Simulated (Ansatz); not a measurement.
The system is CdO (Monteponite).

```
CELL_PARAMETERS angstrom
0.00000 2.34950 2.34950
2.34950 0.00000 2.34950
2.34950 2.34950 0.00000
ATOMIC_POSITIONS crystal
Cd 0.00000 0.00000 0.00000
O 0.50000 0.50000 0.50000
```

```yaml
Program: Ansatz 0.2.0
Task: relaxation of cell and atoms
Functional: RPBE
Dispersion: D4
Potentials_or_basis: all-electron LAPW, scalar-relativistic
Basis_error_allowed: 0.001 eV/atom
k_mesh: 10 × 10 × 10
Occupations: fermi-dirac, width 0.05 eV
Spin: no spin polarisation
```

At the start: volume 12.97 Å³/atom.

Task: How do energy, volume and symmetry change on relaxing?

Result: Over 4 steps the energy falls by 3.3 meV/atom and the volume is 13.29 Å³/atom (+2.5 %); space group Fm-3m (No. 225, to 0.05 Å).

Step by step:
| step | energy change (eV) | largest force (eV/Å) | volume (Å³) |
| --- | --- | --- | --- |
| 1 | 0.0000 | 0.0000 | 25.94 |
| 2 | -0.0065 | 0.0000 | 26.67 |
| 3 | -0.0066 | 0.0000 | 26.58 |
| 4 | -0.0066 | 0.0000 | 26.58 |

Final structure:
```
Cd O
1.0
     0.00000    2.36881    2.36881
     2.36881    0.00000    2.36881
     2.36881    2.36881    0.00000
Cd O
1 1
Direct
  0.00000 0.00000 0.00000
  0.50000 0.50000 0.50000
```
